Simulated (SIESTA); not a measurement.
This SIESTA 5.4.2 run on WSe needs a look.

File WSe.fdf:

```
SystemName                      WSe
SystemLabel                     WSe
NumberOfSpecies                 2
NumberOfAtoms                   4
%block ChemicalSpeciesLabel
  1  74 W
  2  34 Se
%endblock ChemicalSpeciesLabel

UseStructFile                   true

%block kgrid.MonkhorstPack
    9   0   0  0.0
    0   9   0  0.0
    0   0   1  0.0
%endblock kgrid.MonkhorstPack
XC.Functional                   GGA
XC.Authors                      PBE
PAO.BasisSize                   DZP
PAO.EnergyShift                 0.003 Ry
Mesh.Cutoff                     800 eV
OccupationFunction              FD
ElectronicTemperature           0.05 eV
Slab.DipoleCorrection           vacuum
MaxSCFIterations                80
SCF.MustConverge                false
SCF.Mixer.Method                Pulay
SCF.Mixer.Weight                0.25
SCF.Mixer.History               8
SCF.DM.Tolerance                5.0e-05
SCF.H.Tolerance                 1.0e-03 eV
WriteForces                     true
Charge.Mulliken                 end
%block PAO.Basis
  W 5
  n=5 0 2
    3.045 0.000
  n=6 0 2
    7.641 0.000
  n=5 1 2
    3.655 0.000
  n=6 1 1
    7.641
  n=5 2 2
    6.655 0.000
  Se 4
  n=4 0 2
    5.139 0.000
  n=4 1 2
    6.735 0.000
  n=3 2 2
    2.657 0.000
  n=4 2 1
    6.735
%endblock PAO.Basis
```

WSe.STRUCT_IN

```
   3.3179375931     0.0000000000     0.0000000000
  -1.6589687965     2.8734182438     0.0000000000
   0.0000000000     0.0000000000    31.6581424200
4
1  74    0.0000000000     0.0000000000     0.2369058772
2  34    0.3333333300     0.6666666600     0.2894123711
2  34    0.3333333300     0.6666666600     0.7105876289
1  74    0.0000000000     0.0000000000     0.7630941228
```

Potentials or basis: PseudoDojo 0.4 standard (PBE files), DZP (energy shift 0.003 Ry; two zetas on semicore shells).

Launch:

```sh
$ siesta WSe.fdf > WSe.out 2>&1
```

WSe.out:

```text
Version         : 5.4.2

                           ***********************
                           *  WELCOME TO SIESTA  *
                           ***********************

 NOTE: Siesta V5 introduces some new defaults for basis-set generation
 NOTE: which might lead to slightly different numerical results.
 NOTE: Please see the manual for full details and compatibility measures.

reinit: Reading from file WSe.fdf

reinit: -----------------------------------------------------------------------
reinit: System Name: WSe
reinit: -----------------------------------------------------------------------
reinit: System Label: WSe
reinit: -----------------------------------------------------------------------

initatom: Reading input for the pseudopotentials and atomic orbitals ----------
Species number:   1 Atomic number:   74 Label: W
Species number:   2 Atomic number:   34 Label: Se

Ground state valence configuration (from tables):   6s02  6p00  5d04  5f00
Ground state valence configuration (from tables):   4s02  4p04  4d00  4f00

---- Processing specs for species: W
Reading pseudopotential information in PSML from:
[... 769 lines left out ...]
              0.047   0.066   0.240   0.176   0.241   0.880   0.887   0.929

              0.887   0.879  -0.024   0.065  -0.060   0.065  -0.024
   4 13.592   1.917   0.041   0.561  -0.040   1.923   1.946   1.923   0.066
              0.047   0.066   0.240   0.176   0.241   0.880   0.887   0.929

              0.887   0.879  -0.024   0.065  -0.060   0.065  -0.024

Species: Se
Atom  Qatom  Qorb
               4s      4s      4py     4pz     4px     4py     4pz     4px
               3dxy    3dyz    3dz2    3dxz    3dx2-y2 3dxy    3dyz    3dz2
               3dxz    3dx2-y2 4dxy    4dyz    4dz2    4dxz    4dx2-y2
   2 16.408   1.826   0.037   1.471   1.607   1.470  -0.124  -0.058  -0.124
              1.995   1.993   1.992   1.991   1.995   0.009   0.010   0.010

              0.011   0.009   0.057   0.053   0.069   0.053   0.057
   3 16.408   1.826   0.037   1.471   1.607   1.470  -0.124  -0.058  -0.124
              1.995   1.993   1.992   1.991   1.995   0.009   0.010   0.010

              0.011   0.009   0.057   0.053   0.069   0.053   0.057

mulliken: Qtot =       60.000

Mulliken Atomic Populations:
Atom #   charge [q] valence [e]  Species
     1     0.407877   13.592123  W
     2    -0.407878   16.407878  Se
     3    -0.407878   16.407878  Se
     4     0.407878   13.592122  W
 Total     0.000000

siesta: Electric dipole (a.u.)  =   -0.000000   -0.000000   -0.000012
siesta: Electric dipole (Debye) =   -0.000000   -0.000000   -0.000030

Job completed
```

Question: What happened, and what is wrong with the input?

Answer: The run converged. The input holds a flaw that was put in on purpose: mesh cutoff in eV where Ry was meant (Mesh.Cutoff = 800 eV). The program doesn't stop on it, so the numbers can't be trusted though the run ends normally.

A sound run on the same cell differs in these lines of the main input:
```diff
@@ -19 +19 @@
-PAO.BasisSize                   DZP
+PAO.BasisSize                   SZ
@@ -21 +21 @@
-Mesh.Cutoff                     800 eV
+Mesh.Cutoff                     800 Ry
@@ -25 +25 @@
-MaxSCFIterations                80
+MaxSCFIterations                120
@@ -34,22 +33,0 @@
-%block PAO.Basis
-  W 5
-  n=5 0 2
-    3.045 0.000
-  n=6 0 2
-    7.641 0.000
-  n=5 1 2
-    3.655 0.000
-  n=6 1 1
-    7.641
-  n=5 2 2
-    6.655 0.000
-  Se 4
-  n=4 0 2
-    5.139 0.000
-  n=4 1 2
-    6.735 0.000
-  n=3 2 2
-    2.657 0.000
-  n=4 2 1
-    6.735
-%endblock PAO.Basis
```
